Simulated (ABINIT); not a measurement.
# Be (Im-3m) in ABINIT: a series of runs

Aim: see how the results for Be move with the level of theory and the settings. Levels: rPW86PBE, LDA-PZ. Tasks: single point.

All numbers are computed with ABINIT 10.8.3 (patched build); they aren't measurements. Logs are shortened: lines on timing, memory, paths and dates and some standing lists are left out, and cuts for length are marked. The log counts tension as positive stress, the text compression.

**1. The structure**

The structure is cubic, space group Im-3m (No. 229). Conventional cell: a = 2.506 Å, b = 2.506 Å, c = 2.506 Å, α = 90.00°, β = 90.00°, γ = 90.00°. Around Be (site symmetry m-3m) lie 8 Be at 2.17 Å.

This isn't the form of Be at room conditions, which is hcp.

**2. Single point, rPW86PBE, collinear spin, ferromagnetic start (cell strained at random at fixed volume)**

run.abi

```
# Pseudopotentials
pp_dirpath "./"
pseudos "Be.upf"

# Structure
acell 4.1072143252 4.1247890718 4.0356114464
rprim
    -0.5639353373     0.5843108314     0.5835732924
     0.5746421860    -0.5724788543     0.5848541010
     0.5681824116     0.5793706112    -0.5843786803
ntypat 1
znucl 4
natom 1
typat 1
xred
     0.0000000000     0.0000000000     0.0000000000
chkprim 0
chksymtnons 0
tolsym 1.0e-6

# Plane-wave basis
ecut 66.0

# k points
kptopt 1
ngkpt 10 10 10
nshiftk 1
shiftk 0.0 0.0 0.0

# Exchange and correlation
ixc -144130

# Bands and occupations
nband 6
occopt 5
tsmear 0.00499791

# Spin
nsppol 2
spinat
     0.0000000000     0.0000000000     0.5000000000

# SCF cycle
nstep 100
tolvrs 1.0e-10
nline 6

# Output
iomode 3
prtwf 0
prtden 0
prteig 0
prtebands 0
enunit 2
```

Potentials or basis: Ansatz NC PBE.

The run is started by

```
> abinit run.abi > log 2>&1
```

run.abo:

```text
[... set-up lines left out ...]
 ETOT  1  -14.419178461200    -1.442E+01 3.002E-01 1.930E+01 2.829E-02 2.829E-02
 ETOT  2  -14.425543969222    -6.366E-03 1.099E-03 5.574E-01 2.443E-02 3.861E-03
 ETOT  3  -14.425549072861    -5.104E-06 1.265E-04 1.474E-02 3.384E-03 4.771E-04
 ETOT  4  -14.425549192321    -1.195E-07 8.678E-05 2.617E-04 4.148E-04 6.229E-05
 ETOT  5  -14.425549199819    -7.498E-09 1.473E-05 2.569E-05 4.098E-05 2.132E-05
 ETOT  6  -14.425549200827    -1.008E-09 8.369E-06 3.890E-07 2.115E-05 1.684E-07
 ETOT  7  -14.425549200837    -1.061E-11 1.522E-06 6.933E-09 1.458E-07 2.260E-08
 ETOT  8  -14.425549200838    -1.190E-13 8.637E-07 3.272E-10 4.846E-08 2.586E-08
 ETOT  9  -14.425549200838    -1.066E-13 1.706E-07 3.775E-12 2.870E-08 0.000E+00

 At SCF step    9       vres2   =  3.78E-12 < tolvrs=  1.00E-10 =>converged.

 Cartesian components of stress tensor (hartree/bohr^3)
  sigma(1 1)= -2.52171510E-06  sigma(3 2)=  1.17936051E-04
  sigma(2 2)=  5.89634047E-05  sigma(3 1)=  1.74710270E-04
  sigma(3 3)=  7.05644904E-05  sigma(2 1)= -7.19077107E-05

--- !ResultsGS
iteration_state: {dtset: 1, }
comment   : Summary of ground state results
lattice_vectors:
- [ -2.3162033,   2.3998898,   2.3968606, ]
- [  2.3702778,  -2.3613545,   2.4123998, ]
- [  2.2929634,   2.3381147,  -2.3583253, ]
lattice_lengths: [   4.10721,    4.12479,    4.03561, ]
lattice_angles: [110.301, 108.839, 108.497, ] # degrees, (23, 13, 12)
lattice_volume:   5.3117264E+01
convergence: {deltae: -1.066E-13, res2:  3.775E-12, residm:  1.706E-07, diffor: null, }
etotal    :  -1.44255492E+01
entropy   :   0.00000000E+00
fermie    :   2.95395609E-01
cartesian_stress_tensor: # hartree/bohr^3
- [ -2.52171510E-06,  -7.19077107E-05,   1.74710270E-04, ]
- [ -7.19077107E-05,   5.89634047E-05,   1.17936051E-04, ]
- [  1.74710270E-04,   1.17936051E-04,   7.05644904E-05, ]
pressure_GPa:  -1.2456E+00
xred      :
- [  0.0000E+00,   0.0000E+00,   0.0000E+00, Be]
cartesian_forces: # hartree/bohr
- [ -0.00000000E+00,  -0.00000000E+00,  -0.00000000E+00, ]
force_length_stats: {min:   0.00000000E+00, max:   0.00000000E+00, mean:   0.00000000E+00, }
...

 Integrated electronic and magnetization densities in atomic spheres:
 ------------------------------------------------------------------------------------------------------------
 Radius=ratsph(iatom), smearing ratsm=  0.0000. Diff(up-dn)=approximate z local magnetic moment.
    Atom    Radius    up_density   dn_density  Total(up+dn)  Diff(up-dn)
    1 Be   2.00000     1.627283     1.627283      3.254567     0.000000
 ------------------------------------------------------------------------------------------------------------
  Sum:                 1.627283     1.627283      3.254567     0.000000
 Total magnetization (from the atomic spheres):                0.000000
 Total magnetization (exact up - dn):                          0.000000

================================================================================

 ----iterations are completed or convergence reached----

 Mean square residual over all n,k,spin=   43.315E-12; max=  17.061E-08
 reduced coordinates (array xred) for    1 atoms
       0.000000000000      0.000000000000      0.000000000000
 rms dE/dt=  0.0000E+00; max dE/dt=  0.0000E+00; dE/dt below (all hartree)
    1       0.000000000000      0.000000000000      0.000000000000

 cartesian coordinates (angstrom) at end:
    1      0.00000000000000     0.00000000000000     0.00000000000000

 cartesian forces (hartree/bohr) at end:
    1     -0.00000000000000    -0.00000000000000    -0.00000000000000
 frms,max,avg= 0.0000000E+00 0.0000000E+00   0.000E+00  0.000E+00  0.000E+00 h/b

 cartesian forces (eV/Angstrom) at end:
    1     -0.00000000000000    -0.00000000000000    -0.00000000000000
 frms,max,avg= 0.0000000E+00 0.0000000E+00   0.000E+00  0.000E+00  0.000E+00 e/A
 length scales=  4.107214325200  4.124789071800  4.035611446400 bohr
              =  2.173444219716  2.182744375097  2.135553608045 angstroms
 Fermi (or HOMO) energy (hartree) =   0.29540   Average Vxc (hartree)=  -0.40866
 Magnetization (Bohr magneton)=  2.75659473E-09
 Total spin up =  2.00000000E+00   Total spin down =  2.00000000E+00
 Eigenvalues (hartree) for nkpt= 504  k points, SPIN UP:
 kpt#   1, nband=  6, wtk=  0.00100, kpt=  0.0000  0.0000  0.0000 (reduced coord)
  -3.42627   -0.15002    0.98878    1.00036    1.02300    1.39907
      occupation numbers for kpt#   1
   1.00000    1.00000    0.00000    0.00000    0.00000    0.00000
 prteigrs : prtvol=0 or 1, do not print more k-points.

 Eigenvalues (hartree) for nkpt= 504  k points, SPIN DOWN:
 kpt#   1, nband=  6, wtk=  0.00100, kpt=  0.0000  0.0000  0.0000 (reduced coord)
  -3.42627   -0.15002    0.98878    1.00036    1.02300    1.39907
      occupation numbers for kpt#   1
   1.00000    1.00000    0.00000    0.00000    0.00000    0.00000
 prteigrs : prtvol=0 or 1, do not print more k-points.

 Fermi (or HOMO) energy (eV) =   8.03812   Average Vxc (eV)= -11.12014
 Eigenvalues (   eV  ) for nkpt= 504  k points, SPIN UP:
 kpt#   1, nband=  6, wtk=  0.00100, kpt=  0.0000  0.0000  0.0000 (reduced coord)
 -93.23344   -4.08220   26.90599   27.22107   27.83728   38.07073
 prteigrs : prtvol=0 or 1, do not print more k-points.

 Eigenvalues (   eV  ) for nkpt= 504  k points, SPIN DOWN:
 kpt#   1, nband=  6, wtk=  0.00100, kpt=  0.0000  0.0000  0.0000 (reduced coord)
 -93.23344   -4.08220   26.90599   27.22107   27.83728   38.07073
 prteigrs : prtvol=0 or 1, do not print more k-points.

--- !EnergyTerms
iteration_state     : {dtset: 1, }
comment             : Components of total free energy in Hartree
kinetic             :  1.09671421554201E+01
hartree             :  2.57668751989137E+00
xc                  : -2.73489008064531E+00
Ewald energy        : -6.14655550422670E+00
psp_core            :  2.06558780397945E-01
local_psp           : -8.33836711304585E+00
non_local_psp       : -1.09561199454764E+01
internal            : -1.44255441876849E+01
'-kT*entropy'       : -5.01315274426941E-06
total_energy        : -1.44255492008376E+01
total_energy_eV     : -3.92539191114395E+02
band_energy         : -6.68487696246542E+00
...

 Cartesian components of stress tensor (hartree/bohr^3)
  sigma(1 1)= -2.52171510E-06  sigma(3 2)=  1.17936051E-04
  sigma(2 2)=  5.89634047E-05  sigma(3 1)=  1.74710270E-04
  sigma(3 3)=  7.05644904E-05  sigma(2 1)= -7.19077107E-05

-Cartesian components of stress tensor (GPa)         [Pressure= -1.2456E+00 GPa]
- sigma(1 1)= -7.41914197E-02  sigma(3 2)=  3.46979841E+00
- sigma(2 2)=  1.73476326E+00  sigma(3 1)=  5.14015361E+00
- sigma(3 3)=  2.07607898E+00  sigma(2 1)= -2.11559789E+00

== END DATASET(S) ==============================================================
================================================================================

 -outvars: echo values of variables after computation  --------
            acell      4.1072143252E+00  4.1247890718E+00  4.0356114464E+00 Bohr
           etotal     -1.4425549201E+01
            fcart     -0.0000000000E+00 -0.0000000000E+00 -0.0000000000E+00
            rprim     -5.6393533730E-01  5.8431083140E-01  5.8357329240E-01
                       5.7464218600E-01 -5.7247885430E-01  5.8485410100E-01
                       5.6818241160E-01  5.7937061120E-01 -5.8437868030E-01
           strten     -2.5217150988E-06  5.8963404739E-05  7.0564490434E-05
                       1.1793605068E-04  1.7471026998E-04 -7.1907710675E-05
 Calculation completed.
```

It took 4 min on 1 thread of Arm Neoverse N1, shared host; peak memory 0.19 GiB.

Results:

| Property | Result |
| --- | --- |
| Free energy | -392.5392 eV |
| Pressure | -1.2 GPa |
| Band gap on the k mesh | none (metal or under the smearing width) |
| Net moment | 0.00 μB per cell |
| Valence electrons inside the program's atomic spheres | Be 3.25 (radii [1.0584] Å) |

Levels at points of the mesh, in eV from the Fermi level:
Spin up:
```tsv
k point	band 2	band 3	band 4	band 5	band 6
(0.00, 0.00, 0.00)	-12.12	18.87	19.18	19.80	30.03
(0.50, 0.00, 0.00)	-5.36	0.09	12.74	16.19	21.14
(0.00, 0.50, 0.00)	-5.29	0.21	12.49	15.69	20.65
(0.50, 0.50, 0.00)	-5.08	0.56	11.90	15.22	19.95
(0.00, 0.00, 0.50)	-4.93	0.82	11.81	14.92	19.89
(0.50, 0.00, 0.50)	-4.96	0.79	11.98	15.29	20.31
(0.00, 0.50, 0.50)	-5.14	0.50	12.43	15.86	20.95
(0.50, 0.50, 0.50)	3.41	4.04	4.69	9.57	10.23
```
Spin down:
| k point | band 2 | band 3 | band 4 | band 5 | band 6 |
| --- | --- | --- | --- | --- | --- |
| (0.00, 0.00, 0.00) | -12.12 | 18.87 | 19.18 | 19.80 | 30.03 |
| (0.50, 0.00, 0.00) | -5.36 | 0.09 | 12.74 | 16.19 | 21.14 |
| (0.00, 0.50, 0.00) | -5.29 | 0.21 | 12.49 | 15.69 | 20.65 |
| (0.50, 0.50, 0.00) | -5.08 | 0.56 | 11.90 | 15.22 | 19.95 |
| (0.00, 0.00, 0.50) | -4.93 | 0.82 | 11.81 | 14.92 | 19.89 |
| (0.50, 0.00, 0.50) | -4.96 | 0.79 | 11.98 | 15.29 | 20.31 |
| (0.00, 0.50, 0.50) | -5.14 | 0.50 | 12.43 | 15.86 | 20.95 |
| (0.50, 0.50, 0.50) | 3.41 | 4.04 | 4.69 | 9.57 | 10.23 |

Caveat: Libxc's GGAs can fail where the two spin gradients oppose each other; the potentials were made for another functional, which shifts forces and pressure.

**3. Single point, LDA-PZ**

run.abi

```
pp_dirpath "./"
pseudos "Be.hgh"

structure "poscar:POSCAR"
natom 1

ecut 16.0

kptopt 1
ngkpt 15 15 15
nshiftk 1
shiftk 0.0 0.0 0.0

ixc 2

nband 5
occopt 3
tsmear 0.00367493

nstep 100
tolvrs 1.0e-10

iomode 3
prtwf 0
prtden 0
prteig 0
prtebands 0
```

POSCAR

```
Be
1.0
   -1.2531209513      1.2531209513      1.2531209513
    1.2531209513     -1.2531209513      1.2531209513
    1.2531209513      1.2531209513     -1.2531209513
Be
1
Direct
    0.0000000000      0.0000000000      0.0000000000  Be
```

Potentials or basis: HGH LDA.

The run is started by

```
> abinit run.abi > log 2>&1
```

run.abo:

```text
.Version 10.8.3 of ABINIT
 Symmetries : space group Im -3 m (#229); Bravais cI (body-center cubic)
================================================================================
 Values of the parameters that define the memory need of the present run
     intxc =       0    ionmov =       0      iscf =       7    lmnmax =       2
     lnmax =       2     mgfft =      16  mpssoang =       2    mqgrid =    3001
     natom =       1  nloc_mem =       1    nspden =       1   nspinor =       1
    nsppol =       1      nsym =      48    n1xccc =       0    ntypat =       1
    occopt =       3   xclevel =       1
       mpw =         167          nfft =        4096          nkpt =         120
================================================================================
================================================================================

--------------------------------------------------------------------------------
------------- Echo of variables that govern the present computation ------------
--------------------------------------------------------------------------------
 -outvars: echo values of preprocessed input variables --------
            acell      1.0000000000E+00  1.0000000000E+00  1.0000000000E+00 Bohr
              amu      9.01218200E+00
             ecut      1.60000000E+01 Hartree
                       outvar_i_n : Printing only first  50 k-points.
              ixc           2
                       outvar_i_n : Printing only first  50 k-points.
         kptrlatt       15    0    0      0   15    0      0    0   15
          kptrlen      6.15238840E+01
            natom           1
            nband           5
            ngfft          16      16      16
             nkpt         120
            nstep         100
             nsym          48
           ntypat           1
                       prtocc : prtvol=0, do not print more k-points.
           occopt           3
           prtden           0
        prtebands           0
           prteig           0
            prtwf           0
            rprim     -2.3680554006E+00  2.3680554006E+00  2.3680554006E+00
                       2.3680554006E+00 -2.3680554006E+00  2.3680554006E+00
                       2.3680554006E+00  2.3680554006E+00 -2.3680554006E+00
          spgroup         229
           tolvrs      1.00000000E-10
           tsmear      3.67493000E-03 Hartree
            typat      1
                       outvars : Printing only first  50 k-points.
            znucl        4.00000

================================================================================

 chkinp: Checking input parameters for consistency.
[... 93 lines left out ...]

 ----iterations are completed or convergence reached----

 Mean square residual over all n,k,spin=   20.238E-08; max=  62.787E-06
 reduced coordinates (array xred) for    1 atoms
       0.000000000000      0.000000000000      0.000000000000
 rms dE/dt=  0.0000E+00; max dE/dt=  0.0000E+00; dE/dt below (all hartree)
    1       0.000000000000      0.000000000000      0.000000000000

 cartesian coordinates (angstrom) at end:
    1      0.00000000000000     0.00000000000000     0.00000000000000

 cartesian forces (hartree/bohr) at end:
    1     -0.00000000000000    -0.00000000000000    -0.00000000000000
 frms,max,avg= 0.0000000E+00 0.0000000E+00   0.000E+00  0.000E+00  0.000E+00 h/b

 cartesian forces (eV/Angstrom) at end:
    1     -0.00000000000000    -0.00000000000000    -0.00000000000000
 frms,max,avg= 0.0000000E+00 0.0000000E+00   0.000E+00  0.000E+00  0.000E+00 e/A
 length scales=  1.000000000000  1.000000000000  1.000000000000 bohr
              =  0.529177210544  0.529177210544  0.529177210544 angstroms
 Fermi (or HOMO) energy (hartree) =   0.36992   Average Vxc (hartree)=  -0.38269
 Eigenvalues (hartree) for nkpt= 120  k points:
 kpt#   1, nband=  5, wtk=  0.00030, kpt=  0.0000  0.0000  0.0000 (reduced coord)
  -0.06788    1.07827    1.07827    1.07827    1.45649
      occupation numbers for kpt#   1
   2.00000    0.00000    0.00000    0.00000    0.00000
 prteigrs : prtvol=0 or 1, do not print more k-points.

--- !EnergyTerms
iteration_state     : {dtset: 1, }
comment             : Components of total free energy in Hartree
kinetic             :  8.36952935898492E-01
hartree             :  8.23799238290300E-04
xc                  : -5.90088890465676E-01
Ewald energy        : -1.53680249566620E+00
psp_core            : -1.07407129143882E-01
local_psp           :  9.23539603389039E-02
non_local_psp       :  1.61112181175215E-01
internal            : -1.14305563862485E+00
'-kT*entropy'       : -1.62006868835144E-04
total_energy        : -1.14321764549369E+00
total_energy_eV     : -3.11085369147497E+01
band_energy         :  3.22822224704495E-01
...

 Cartesian components of stress tensor (hartree/bohr^3)
  sigma(1 1)=  3.33359008E-04  sigma(3 2)=  0.00000000E+00
  sigma(2 2)=  3.33359008E-04  sigma(3 1)=  0.00000000E+00
  sigma(3 3)=  3.33359008E-04  sigma(2 1)=  0.00000000E+00

-Cartesian components of stress tensor (GPa)         [Pressure= -9.8078E+00 GPa]
- sigma(1 1)=  9.80776064E+00  sigma(3 2)=  0.00000000E+00
- sigma(2 2)=  9.80776064E+00  sigma(3 1)=  0.00000000E+00
- sigma(3 3)=  9.80776064E+00  sigma(2 1)=  0.00000000E+00

== END DATASET(S) ==============================================================
================================================================================

 -outvars: echo values of variables after computation  --------
            acell      1.0000000000E+00  1.0000000000E+00  1.0000000000E+00 Bohr
           etotal     -1.1432176455E+00
            fcart     -0.0000000000E+00 -0.0000000000E+00 -0.0000000000E+00
            rprim     -2.3680554006E+00  2.3680554006E+00  2.3680554006E+00
                       2.3680554006E+00 -2.3680554006E+00  2.3680554006E+00
                       2.3680554006E+00  2.3680554006E+00 -2.3680554006E+00
           strten      3.3335900828E-04  3.3335900828E-04  3.3335900828E-04
                       0.0000000000E+00  0.0000000000E+00  0.0000000000E+00
 Calculation completed.
```

Wall time 2.6 s (1 thread of Arm Neoverse N1, shared host); peak memory 0.06 GiB.

Results:

```
Free energy                                           : -31.1085 eV
Pressure                                              : -9.8 GPa
Band gap on the k mesh                                : none (metal or under the smearing width)
Valence electrons inside the program's atomic spheres : Be 1.29 (radii [1.0584] Å)
```

Caveat: HGH potentials are hard and often keep d shells in the core, so these values are rough.

[end of part 1 of 2]
